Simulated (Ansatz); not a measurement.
# Bi (R-3m) in Ansatz: convergence with n extra bands

Aim: find how far n extra bands must go before the results for Bi settle, at PBEsol. This setting moves, with any that are tied to it; all else stays.

Program: Ansatz 0.2.0. These are calculated values, not measurements. Logs are shortened: lines on timing, memory, paths and dates and some standing lists are left out, and cuts for length are marked.

**1. Starting point**

Symmetry: R-3m, No. 166, trigonal system. The conventional cell has a = 4.535 Å, b = 4.535 Å, c = 11.814 Å, α = 90.00°, β = 90.00°, γ = 120.00°. Around Bi (site symmetry 3m) lie 6 Bi at 3.06 to 3.52 Å.

**2. With n extra bands 1**

Contents of input.yaml:

```yaml
crystal:
  lattice:
    - [2.2675, 1.3091417354, 3.938]
    - [-2.2675, 1.3091417354, 3.938]
    - [0.0, -2.6182834708, 3.938]
  atoms:
    - { symbol: Bi, position: [0.766, 0.766, 0.766] }
    - { symbol: Bi, position: [0.234, 0.234, 0.234] }
kpoints:
  mp_grid: { grid: [7, 7, 7] }
scf:
  occupations: { method: fermi_dirac, width: 0.05 }
  n_extra_bands: 1
hamiltonian:
  xc: pbesol
  pseudopotentials: { kind: all_electron, lapw: { basis_error: 0.001 } }
output:
  forces: true
  stress: true
  eigenvalues: true
```

Potentials or basis: all-electron LAPW, scalar-relativistic.

The run is started by

```console
> ansatz run input.yaml --threads 1 --pin off --max-ram 3072MiB --backend cpu --events-out ev --progress --plain --runs-dir out
```

Run time: 29 s. Hardware: 1 thread of Intel Xeon at 2.50GHz (Skylake/Cascade Lake), shared host; peak memory 0.37 GiB.

Results:

```yaml
Free_energy: -1171102.9440 eV
Pressure: -0.3 GPa
Largest_force: 0.131 eV/Å
Band_gap_on_the_k_mesh: 0.26 eV, indirect (least direct gap 0.52 eV)
```

**3. With n extra bands 2**

input.yaml, as its differences from that of step 2:

```diff
@@ -12,3 +12,3 @@
   occupations: { method: fermi_dirac, width: 0.05 }
-  n_extra_bands: 1
+  n_extra_bands: 2
 hamiltonian:
```

Potentials or basis: all-electron LAPW, scalar-relativistic.

The run is started by

```console
> ansatz run input.yaml --threads 1 --pin off --max-ram 3072MiB --backend cpu --events-out ev --progress --plain --runs-dir out
```

Wall time 34 s (1 thread of Intel Xeon at 2.50GHz (Skylake/Cascade Lake), shared host); peak memory 0.37 GiB.

Results:

```yaml
Free_energy: -1171102.9440 eV
Pressure: -0.3 GPa
Largest_force: 0.131 eV/Å
Band_gap_on_the_k_mesh: 0.26 eV, indirect (least direct gap 0.52 eV)
```

**4. With n extra bands 4**

input.yaml, as its differences from that of step 3:

```diff
@@ -12,3 +12,3 @@
   occupations: { method: fermi_dirac, width: 0.05 }
-  n_extra_bands: 2
+  n_extra_bands: 4
 hamiltonian:
```

The run is started by

```console
> ansatz run input.yaml --threads 1 --pin off --max-ram 3072MiB --backend cpu --events-out ev --progress --plain --runs-dir out
```

It took 32 s on 1 thread of Intel Xeon at 2.50GHz (Skylake/Cascade Lake), shared host; peak memory 0.36 GiB.

What came out:

- Free energy: -1171102.9440 eV
- Pressure: -0.3 GPa
- Largest force: 0.131 eV/Å
- Band gap on the k mesh: 0.26 eV, indirect (least direct gap 0.52 eV)

**5. With n extra bands 8**

input.yaml, as its differences from that of step 4:

```diff
@@ -12,3 +12,3 @@
   occupations: { method: fermi_dirac, width: 0.05 }
-  n_extra_bands: 4
+  n_extra_bands: 8
 hamiltonian:
```

The run is started by

```console
> ansatz run input.yaml --threads 1 --pin off --max-ram 3072MiB --backend cpu --events-out ev --progress --plain --runs-dir out
```

Run time: 32 s. Hardware: 1 thread of Intel Xeon at 2.50GHz (Skylake/Cascade Lake), shared host; peak memory 0.37 GiB.

What came out:

* Free energy: -1171102.9440 eV
* Pressure: -0.3 GPa
* Largest force: 0.131 eV/Å
* Band gap on the k mesh: 0.26 eV, indirect (least direct gap 0.52 eV)

**6. With n extra bands 16**

input.yaml, as its differences from that of step 5:

```diff
@@ -12,3 +12,3 @@
   occupations: { method: fermi_dirac, width: 0.05 }
-  n_extra_bands: 8
+  n_extra_bands: 16
 hamiltonian:
```

Potentials or basis: all-electron LAPW, scalar-relativistic.

The run is started by

```console
> ansatz run input.yaml --threads 1 --pin off --max-ram 3072MiB --backend cpu --events-out ev --progress --plain --runs-dir out
```

Wall time 35 s (1 thread of Intel Xeon at 2.50GHz (Skylake/Cascade Lake), shared host); peak memory 0.38 GiB.

It converged, with:

* Free energy: -1171102.9440 eV
* Pressure: -0.3 GPa
* Largest force: 0.131 eV/Å
* Band gap on the k mesh: 0.26 eV, indirect (least direct gap 0.52 eV)

**7. With n extra bands 32**

input.yaml, as its differences from that of step 6:

```diff
@@ -12,3 +12,3 @@
   occupations: { method: fermi_dirac, width: 0.05 }
-  n_extra_bands: 16
+  n_extra_bands: 32
 hamiltonian:
```

Potentials or basis: all-electron LAPW, scalar-relativistic.

The run is started by

```console
> ansatz run input.yaml --threads 1 --pin off --max-ram 3072MiB --backend cpu --events-out ev --progress --plain --runs-dir out
```

The log of the run:

```text
Warning: RAYON_NUM_THREADS=1 ignored (pool sized by the plan → 1); use --threads N
LAPW: plane waves up to 7.499 Å⁻¹, error target 1.0e-3 eV per atom; small_component_spin mean_spin; Bi in spheres of 1.532 Å, 37 of its electrons in bands, Dirac shells [] (how accurate: hamiltonian.pseudopotentials.lapw.basis_error, Limitations)
scf.n_extra_bands = 32 over 37 filled bands (N_el = 74.0): the run solves 69 bands
Engine: ansatz 0.2.0, x86_64-unknown-linux-gnu
Pseudopotentials: kind: all_electron
Pseudopotential: Bi, LAPW, valence charge 37, lapw/all_electron/scalar/gaussian/Bi, Koelling and Harmon's equation, gaussian nucleus
Functional definition: PBEsol
[... 42 lines left out ...]
  max |Σ_I F_I| component: 5.55e-17 eV/Å
--- Stress (GPa, compression-positive) ---
       -0.267383      -0.000000      -0.000000
       -0.000000      -0.267383      -0.000000
       -0.000000      -0.000000      -0.462643
  P = ⅓ Tr σ = -0.3325 GPa (-3.325 kbar)
--- Band table (eV; the first three rows and the last of 44) ---
  k-point 0: bands = ["-139.7897", "-139.7895", "-134.9416", "-134.9416", "-134.9414", "-134.9414", "-134.9402", "-134.9402", "-134.9402", "-134.9402", "-134.9397", "-134.9397", "-134.9397", "-134.9397", "-134.9396", "-134.9396", "-77.9941", "-77.9941", "-77.9906", "-77.9900", "-77.9900", "-77.9875", "-9.6286", "-9.6286", "-9.4731", "-9.4731", "-9.4567", "-9.2854", "-9.2725", "-9.2725", "-9.1490", "-9.1490", "0.1376", "5.8198", "11.7778", "12.0394", "12.0394", "15.7605", "16.2310", "16.2310", "18.8726", "19.0116", "19.0116", "19.2950", "19.5781", "21.1237", "21.1237", "29.8044", "29.8044", "30.4933", "31.5074", "32.5793", "32.5793", "32.6618", "32.6618", "33.9407", "35.1768", "35.1768", "35.5776", "35.9237", "35.9237", "37.3736", "37.6332", "37.6449", "38.7818", "38.7818", "39.2834", "40.3652", "40.3652"]
  k-point 1: bands = ["-139.7897", "-139.7895", "-134.9416", "-134.9416", "-134.9414", "-134.9414", "-134.9402", "-134.9402", "-134.9402", "-134.9402", "-134.9397", "-134.9397", "-134.9397", "-134.9397", "-134.9396", "-134.9396", "-77.9941", "-77.9941", "-77.9911", "-77.9900", "-77.9896", "-77.9875", "-9.6139", "-9.6096", "-9.4666", "-9.4615", "-9.4465", "-9.2952", "-9.2823", "-9.2786", "-9.1699", "-9.1646", "0.3301", "5.3792", "11.8480", "12.0252", "12.0600", "15.2932", "15.5782", "15.7890", "18.2542", "18.8111", "19.2459", "20.7468", "21.3048", "22.1013", "22.3135", "28.1683", "29.2876", "29.9904", "30.2983", "31.1544", "32.2096", "32.7436", "33.3425", "34.5478", "34.9883", "35.1667", "35.4459", "36.0458", "36.9510", "37.5080", "37.5757", "37.7308", "38.3775", "38.6939", "39.1238", "40.1393", "40.9515"]
  k-point 2: bands = ["-139.7897", "-139.7895", "-134.9416", "-134.9416", "-134.9414", "-134.9414", "-134.9402", "-134.9402", "-134.9402", "-134.9402", "-134.9397", "-134.9397", "-134.9397", "-134.9397", "-134.9396", "-134.9396", "-77.9941", "-77.9938", "-77.9917", "-77.9900", "-77.9890", "-77.9877", "-9.5757", "-9.5562", "-9.4522", "-9.4304", "-9.4163", "-9.3280", "-9.3099", "-9.2918", "-9.2243", "-9.2042", "0.8937", "4.3162", "11.8585", "12.0242", "12.3154", "14.0966", "14.7359", "14.9472", "18.6731", "19.6280", "20.2514", "23.1578", "23.8704", "24.1213", "24.7147", "25.6023", "26.8374", "27.3779", "30.3948", "31.5816", "32.4198", "32.6044", "32.6925", "33.0825", "33.5846", "35.0874", "35.4046", "36.0158", "36.3005", "36.3350", "36.5983", "36.9131", "37.7940", "38.6021", "39.0158", "39.2404", "40.2555"]
  k-point 43: bands = ["-139.7897", "-139.7895", "-134.9416", "-134.9416", "-134.9414", "-134.9414", "-134.9402", "-134.9402", "-134.9402", "-134.9402", "-134.9397", "-134.9397", "-134.9397", "-134.9397", "-134.9396", "-134.9396", "-77.9939", "-77.9939", "-77.9911", "-77.9902", "-77.9893", "-77.9879", "-9.5399", "-9.5393", "-9.4390", "-9.4320", "-9.4149", "-9.3225", "-9.3043", "-9.3005", "-9.2508", "-9.2462", "1.5115", "3.3799", "10.5274", "12.0387", "12.3758", "14.2964", "14.7129", "16.3070", "19.6588", "20.7147", "21.3234", "23.2550", "24.0895", "24.2804", "25.3358", "26.6314", "26.7542", "27.2323", "28.9986", "29.0862", "29.7935", "30.6512", "31.1438", "32.3609", "32.5595", "33.6905", "33.9910", "35.8966", "35.9073", "36.4599", "37.6341", "37.8070", "38.0595", "38.3786", "38.9307", "39.7598", "41.5884"]
```

Wall time 46 s (1 thread of Intel Xeon at 2.50GHz (Skylake/Cascade Lake), shared host); peak memory 0.42 GiB.

Results:

* Free energy: -1171102.9440 eV
* Pressure: -0.3 GPa
* Largest force: 0.130 eV/Å
* Band gap on the k mesh: 0.26 eV, indirect (least direct gap 0.52 eV)

**8. Result**

```
n extra bands  energy less the tightest run, at zero smearing (meV/atom)  SCF cycles  CPU time (s)  peak memory (GiB)
            1                                                       0.01           8            29               0.37
            2                                                       0.01           8            34               0.37
            4                                                       0.01           8            32               0.36
            8                                                       0.01           8            32               0.37
           16                                                       0.00           7            35               0.38
           32                                                       0.00           6            46               0.42
```

Against the tightest run, the energy stays within 1 meV/atom from 1 on. The tightest run that finished is the yardstick and may itself not be fully converged.

Caveats: spin-orbit coupling is left out, which as a rule narrows the gap of such compounds by several tenths of an eV; an odd mesh through Γ misses points on the zone boundary, where band edges often lie.
